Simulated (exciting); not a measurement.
# As (R-3m) in exciting: further runs

One crystal, As, is run at these levels: PBEsol; tasks: single point.

All numbers are computed with exciting (release sodium); they aren't measurements. Logs are shortened: lines on timing, memory, paths and dates and some standing lists are left out, and cuts for length are marked.

**1. The structure**

Symmetry: R-3m, No. 166, trigonal system. Conventional cell: a = 3.762 Å, b = 3.762 Å, c = 10.542 Å, α = 90.00°, β = 90.00°, γ = 120.00°. As (site symmetry 3m) is surrounded by 3 As at 2.51 Å.

**2. Single point, PBEsol**

input.xml

```xml
<input>
  <title>As</title>
  <structure speciespath="./" tshift="false">
    <crystal scale="1">
      <basevect>3.554191034589 2.052013150466 6.640614754561</basevect>
      <basevect>-3.554191034589 2.052013150466 6.640614754561</basevect>
      <basevect>0.000000000000 -4.104026301121 6.640614754561</basevect>
    </crystal>
    <species speciesfile="As.xml" rmt="2">
      <atom coord="0.226000000000 0.226000000000 0.226000000000"/>
      <atom coord="0.774000000000 0.774000000000 0.774000000000"/>
    </species>
  </structure>
  <groundstate do="fromscratch" ngridk="6 6 6" rgkmax="8" gmaxvr="14" lmaxapw="10" lmaxmat="10" lmaxvr="8" xctype="GGA_PBE_SOL" stype="Gaussian" swidth="0.00073499" nempty="10" ValenceRelativity="iora*" epsengy="1e-05" epspot="1e-05" maxscl="60" tforce="true" outputlevel="normal"/>
  <properties>
    <chargedensityplot>
      <plot3d>
        <box grid="21 21 21">
          <origin coord="0 0 0"/>
          <point coord="1 0 0"/>
          <point coord="0 1 0"/>
          <point coord="0 0 1"/>
        </box>
      </plot3d>
    </chargedensityplot>
    <elfplot>
      <plot3d>
        <box grid="21 21 21">
          <origin coord="0 0 0"/>
          <point coord="1 0 0"/>
          <point coord="0 1 0"/>
          <point coord="0 0 1"/>
        </box>
      </plot3d>
    </elfplot>
    <exccplot>
      <plot3d>
        <box grid="21 21 21">
          <origin coord="0 0 0"/>
          <point coord="1 0 0"/>
          <point coord="0 1 0"/>
          <point coord="0 0 1"/>
        </box>
      </plot3d>
    </exccplot>
  </properties>
</input>
```

Potentials or basis: all-electron LAPW+lo, shipped species files, valence relativity iora*.

Run with:

```
$ OMP_NUM_THREADS=4 exciting_smp
```

INFO.OUT:

```text
================================================================================
EXCITING SODIUM started
[... 10 lines left out ...]

 Lattice vectors (cartesian) :
      3.5541910346      2.0520131505      6.6406147546
     -3.5541910346      2.0520131505      6.6406147546
      0.0000000000     -4.1040263011      6.6406147546

 Reciprocal lattice vectors (cartesian) :
      0.8839121541      0.5103269201      0.3153917491
     -0.8839121541      0.5103269201      0.3153917491
     -0.0000000000     -1.0206538403      0.3153917491

 Unit cell volume                           :     290.5898515602
 Brillouin zone volume                      :       0.8536093470

 Species :    1 (As)
     parameters loaded from                 :    As.xml
     name                                   :    arsenic
     nuclear charge                         :     -33.00000000
     electronic charge                      :      33.00000000
     atomic mass                            :  136573.72190000
     muffin-tin radius                      :       2.00000000
     # of radial points in muffin-tin       :     350

     atomic positions (lattice) :
       1 :   0.22600000  0.22600000  0.22600000
       2 :   0.77400000  0.77400000  0.77400000

 Total number of atoms per unit cell        :       2

 Spin treatment                             :    spin-unpolarised

 Number of Bravais lattice symmetries       :      12
 Number of crystal symmetries               :      12

 k-point grid                               :       6    6    6
 Total number of k-points                   :      32
 k-point set is reduced with crystal symmetries

 R^MT_min * |G+k|_max (rgkmax)              :       8.00000000
 Species with R^MT_min                      :       1 (As)
 Maximum |G+k| for APW functions            :       4.00000000
 Maximum |G| for potential and density      :      14.00000000

 G-vector grid sizes                        :      36    36    36
 Total number of G-vectors                  :   13481

 Maximum angular momentum used for
     APW functions                          :      10
     computing H and O matrix elements      :      10
     potential and density                  :       8
     inner part of muffin-tin               :       2

 Total nuclear charge                       :     -66.00000000
 Total electronic charge                    :      66.00000000
 Total core charge                          :      36.00000000
 Total valence charge                       :      30.00000000

 Number of empty states                     :      10
 Total number of valence states             :      26

 Maximum Hamiltonian size                   :     351
 Maximum number of plane-waves              :     323
 Total number of local-orbitals             :      28

 Exchange-correlation type                  :      22
     PBEsol, Phys. Rev. Lett. 100, 136406 (2008)
     Generalised gradient approximation (GGA)

 Smearing scheme                            :    Gaussian
 Smearing width                             :       0.00073499

 Using multisecant Broyden potential mixing
[... 16 lines left out ...]
+ SCF iteration number :    1                                                  +
++++++++++++++++++++++++++++++++++++++++++++++++++++++++++++++++++++++++++++++++
 Total energy                               :     -4518.36569842
 _______________________________________________________________
 Fermi energy                               :         0.25479759
 Kinetic energy                             :      4620.65905801
 Coulomb energy                             :     -8974.54505033
 Exchange energy                            :      -160.77984336
 Correlation energy                         :        -3.69986274

 DOS at Fermi energy (states/Ha/cell)       :        42.64529552

 Electron charges :
     core                                   :        36.00000000
     core leakage                           :         0.00326785
     valence                                :        30.00000000
     interstitial                           :         5.43235495
     charge in muffin-tin spheres :
                  atom     1    As          :        30.28382253
                  atom     2    As          :        30.28382253
     total charge in muffin-tins            :        60.56764505
     total charge                           :        66.00000000

++++++++++++++++++++++++++++++++++++++++++++++++++++++++++++++++++++++++++++++++
+ SCF iteration number :    2                                                  +
++++++++++++++++++++++++++++++++++++++++++++++++++++++++++++++++++++++++++++++++
 Total energy                               :     -4518.69372616
 _______________________________________________________________
 Fermi energy                               :         0.25433904
 Kinetic energy                             :      4620.48229111
 Coulomb energy                             :     -8974.68666946
 Exchange energy                            :      -160.78934097
 Correlation energy                         :        -3.70000685

 DOS at Fermi energy (states/Ha/cell)       :        42.64529552

 Electron charges :
     core                                   :        36.00000000
     core leakage                           :         0.00325999
     valence                                :        30.00000000
     interstitial                           :         5.43263100
     charge in muffin-tin spheres :
                  atom     1    As          :        30.28368450
                  atom     2    As          :        30.28368450
     total charge in muffin-tins            :        60.56736900
     total charge                           :        66.00000000

 RMS change in effective potential (target) :  0.214157E-01  ( 0.100000E-04)
 Absolute change in total energy   (target) :  0.328028      ( 0.100000E-04)
 Charge distance                   (target) :  0.277158E-03  ( 0.100000E-04)
 Abs. change in max-nonIBS-force   (target) :  0.359204      ( 0.500000E-04)

++++++++++++++++++++++++++++++++++++++++++++++++++++++++++++++++++++++++++++++++
+ SCF iteration number :    3                                                  +
++++++++++++++++++++++++++++++++++++++++++++++++++++++++++++++++++++++++++++++++
 Total energy                               :     -4518.82210307
 _______________________________________________________________
 Fermi energy                               :         0.25398497
 Kinetic energy                             :      4620.36685301
 Coulomb energy                             :     -8974.69738489
 Exchange energy                            :      -160.79149911
 Correlation energy                         :        -3.70007208

 DOS at Fermi energy (states/Ha/cell)       :        42.64529551

 Electron charges :
     core                                   :        36.00000000
     core leakage                           :         0.00325533
     valence                                :        30.00000000
     interstitial                           :         5.43334179
     charge in muffin-tin spheres :
                  atom     1    As          :        30.28332910
                  atom     2    As          :        30.28332910
     total charge in muffin-tins            :        60.56665821
     total charge                           :        66.00000000
[... 222 lines left out ...]
 Electron charges :
     core                                   :        36.00000000
     core leakage                           :         0.00324780
     valence                                :        30.00000000
     interstitial                           :         5.43547513
     charge in muffin-tin spheres :
                  atom     1    As          :        30.28226243
                  atom     2    As          :        30.28226243
     total charge in muffin-tins            :        60.56452487
     total charge                           :        66.00000000

 RMS change in effective potential (target) :  0.815838E-08  ( 0.100000E-04)
 Absolute change in total energy   (target) :  0.557150E-05  ( 0.100000E-04)
 Charge distance                   (target) :  0.574953E-08  ( 0.100000E-04)
 Abs. change in max-nonIBS-force   (target) :  0.123704E-06  ( 0.500000E-04)

++++++++++++++++++++++++++++++++++++++++++++++++++++++++++++++++++++++++++++++++
+ SCF iteration number :   12                                                  +
++++++++++++++++++++++++++++++++++++++++++++++++++++++++++++++++++++++++++++++++
 Total energy                               :     -4519.02343695
 _______________________________________________________________
 Fermi energy                               :         0.25287193
 Kinetic energy                             :      4620.14984815
 Coulomb energy                             :     -8974.67862745
 Exchange energy                            :      -160.79446236
 Correlation energy                         :        -3.70019529

 DOS at Fermi energy (states/Ha/cell)       :        42.64529551

 Electron charges :
     core                                   :        36.00000000
     core leakage                           :         0.00324780
     valence                                :        30.00000000
     interstitial                           :         5.43547515
     charge in muffin-tin spheres :
                  atom     1    As          :        30.28226242
                  atom     2    As          :        30.28226242
     total charge in muffin-tins            :        60.56452485
     total charge                           :        66.00000000

 RMS change in effective potential (target) :  0.429320E-08  ( 0.100000E-04)
 Absolute change in total energy   (target) :  0.689221E-06  ( 0.100000E-04)
 Charge distance                   (target) :  0.774302E-09  ( 0.100000E-04)
 Abs. change in max-nonIBS-force   (target) :  0.431923E-07  ( 0.500000E-04)

++++++++++++++++++++++++++++++++++++++++++++++++++++++++++++++++++++++++++++++++
| Convergency criteria checked for the last 2 iterations                       +
| Convergence targets achieved. Performing final SCF iteration                 +
++++++++++++++++++++++++++++++++++++++++++++++++++++++++++++++++++++++++++++++++
 Total energy                               :     -4519.02343640
 _______________________________________________________________
 Fermi energy                               :         0.25287193
 Kinetic energy                             :      4620.14984829
 Coulomb energy                             :     -8974.67862706
 Exchange energy                            :      -160.79446234
 Correlation energy                         :        -3.70019529

 DOS at Fermi energy (states/Ha/cell)       :        42.64529551

 Electron charges :
     core                                   :        36.00000000
     core leakage                           :         0.00324780
     valence                                :        30.00000000
     interstitial                           :         5.43547514
     charge in muffin-tin spheres :
                  atom     1    As          :        30.28226243
                  atom     2    As          :        30.28226243
     total charge in muffin-tins            :        60.56452486
     total charge                           :        66.00000000

++++++++++++++++++++++++++++++++++++++++++++++++++++++++++++++++++++++++++++++++
+ Self-consistent loop stopped                                                 +
++++++++++++++++++++++++++++++++++++++++++++++++++++++++++++++++++++++++++++++++
 STATE.OUT is written

--------------------------------------------------------------------------------
- Writing atomic positions and forces                                          -
--------------------------------------------------------------------------------

 Atomic positions (lattice) :
 atom     1  As  :     0.22600000    0.22600000    0.22600000
 atom     2  As  :     0.77400000    0.77400000    0.77400000

 Total atomic forces including IBS (cartesian) :
 atom     1  As  :     0.00000000   -0.00000000    0.00574397
 atom     2  As  :    -0.00000000    0.00000000   -0.00574397

 Atomic force components including IBS (cartesian) :
 atom     1  As  :     0.00000000   -0.00000000    0.68123646   HF force
                 :    -0.00000000    0.00000000   -0.59253307   core correction
                 :    -0.00000000    0.00000000   -0.08295942   IBS correction
 atom     2  As  :    -0.00000000    0.00000000   -0.68123646   HF force
                 :     0.00000000   -0.00000000    0.59253307   core correction
                 :     0.00000000   -0.00000000    0.08295942   IBS correction

********************************************************************************
[... 7 lines left out ...]
| EXCITING SODIUM stopped                                                      =
================================================================================
```

Run time: 44 s. Hardware: 4 threads of Intel Xeon 6975P-C (Granite Rapids), shared host; peak memory 0.13 GiB.

Results:

```
Free energy                                       : -122968.8925 eV
Largest force                                     : 0.295 eV/Å
Band gap on the k mesh                            : none (metal or under the smearing width)
All electrons inside the program's atomic spheres : As 30.28 (radii As 2.0 bohr)
```

Forces in eV/Å, atoms in the order of the input:
```
As   0.000  0.000  0.295
As   0.000  0.000 -0.295
```

Levels at points of the mesh, in eV from the Fermi level:
| k point | band 12 | band 13 | band 14 | band 15 | band 16 | band 17 | band 18 | band 19 |
| --- | --- | --- | --- | --- | --- | --- | --- | --- |
| (0.00, 0.00, 0.00) | -5.82 | -2.49 | -2.03 | -2.03 | 1.59 | 2.89 | 2.89 | 6.87 |
| (0.50, 0.00, 0.00) | -11.12 | -2.87 | -2.81 | -0.39 | -0.36 | 0.34 | 1.39 | 8.88 |
| (0.50, 0.50, 0.00) | -9.75 | -5.99 | -4.21 | -4.15 | 1.38 | 5.46 | 6.87 | 7.28 |
| (0.50, 0.50, 0.50) | -9.99 | -1.78 | -1.78 | -0.67 | 0.77 | 0.77 | 1.84 | 7.92 |

Caveat: rgkmax is low for these elements, so energy differences scatter by about 1 meV per atom.

**3. Single point, PBEsol**

Changes to input.xml since step 2:

```diff
@@ -13,3 +13,3 @@
   </structure>
-  <groundstate do="fromscratch" ngridk="6 6 6" rgkmax="8" gmaxvr="14" lmaxapw="10" lmaxmat="10" lmaxvr="8" xctype="GGA_PBE_SOL" stype="Gaussian" swidth="0.00073499" nempty="10" ValenceRelativity="iora*" epsengy="1e-05" epspot="1e-05" maxscl="60" tforce="true" outputlevel="normal"/>
+  <groundstate do="fromscratch" ngridk="6 6 6" rgkmax="8" gmaxvr="14" lmaxapw="10" lmaxmat="10" lmaxvr="8" xctype="GGA_PBE_SOL" stype="Gaussian" swidth="0.00146997" nempty="10" ValenceRelativity="iora*" epsengy="1e-05" epspot="1e-05" maxscl="60" tforce="true" outputlevel="low"/>
   <properties>
```

Potentials or basis: all-electron LAPW+lo, shipped species files, valence relativity iora*.

Run with:

```
$ OMP_NUM_THREADS=4 exciting_smp
```

It took 60 s on 4 threads of Intel Xeon Platinum 8488C (Sapphire Rapids), shared host; peak memory 0.13 GiB.

Results (log left out):

```yaml
Free_energy: -122968.8928 eV
Largest_force: 0.295 eV/Å
Band_gap_on_the_k_mesh: none (metal or under the smearing width)
```

Forces on the atoms (eV/Å):
```
As   0.000  0.000  0.295
As   0.000  0.000 -0.295
```

Levels at points of the mesh, in eV from the Fermi level:
| k point | band 12 | band 13 | band 14 | band 15 | band 16 | band 17 | band 18 | band 19 |
| --- | --- | --- | --- | --- | --- | --- | --- | --- |
| (0.00, 0.00, 0.00) | -5.82 | -2.49 | -2.03 | -2.03 | 1.59 | 2.89 | 2.89 | 6.87 |
| (0.50, 0.00, 0.00) | -11.12 | -2.87 | -2.81 | -0.39 | -0.36 | 0.34 | 1.39 | 8.88 |
| (0.50, 0.50, 0.00) | -9.75 | -5.99 | -4.21 | -4.15 | 1.38 | 5.46 | 6.87 | 7.28 |
| (0.50, 0.50, 0.50) | -9.99 | -1.78 | -1.78 | -0.67 | 0.77 | 0.77 | 1.84 | 7.92 |

Caveat: rgkmax is low for these elements, so energy differences scatter by about 1 meV per atom.
